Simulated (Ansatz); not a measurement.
## K (Cmmm)

These are results of DFT PBE, scalar-relativistic, plane waves, PAW in Ansatz 0.2.0, not measurements.

Cutoff 420 eV; k points 6×6×4 on the computed 5-atom cell (Γ-centred); Gaussian smearing, width 0.10 eV; no spin polarisation.

The structure is relaxed at this level of theory with its symmetry kept. This form isn't the element's structure at ambient conditions.

The structure is orthorhombic, space group Cmmm (No. 65). The conventional cell has a = 8.650 Å, b = 8.665 Å, c = 11.281 Å, α = 90.00°, β = 90.00°, γ = 90.00°. K (site symmetry 2) is surrounded by 5 K at 4.31 to 4.33 Å.

* Volume per atom: 84.56 Å³
* Formation energy from the elements' standard states (uncorrected): +0.113 eV/atom
* Kohn–Sham band gap: none (metal)
* Density of states at the Fermi level: 4.13 states/eV per cell
* Löwdin character within 0.5 eV of the Fermi level: K 4s 78 %, unprojected 21 %
* Bulk modulus: 2.6 GPa
* Its pressure derivative: 3.7
* Bader charges (e): K (4 in the cell) 0.06, K (1 in the cell) -0.24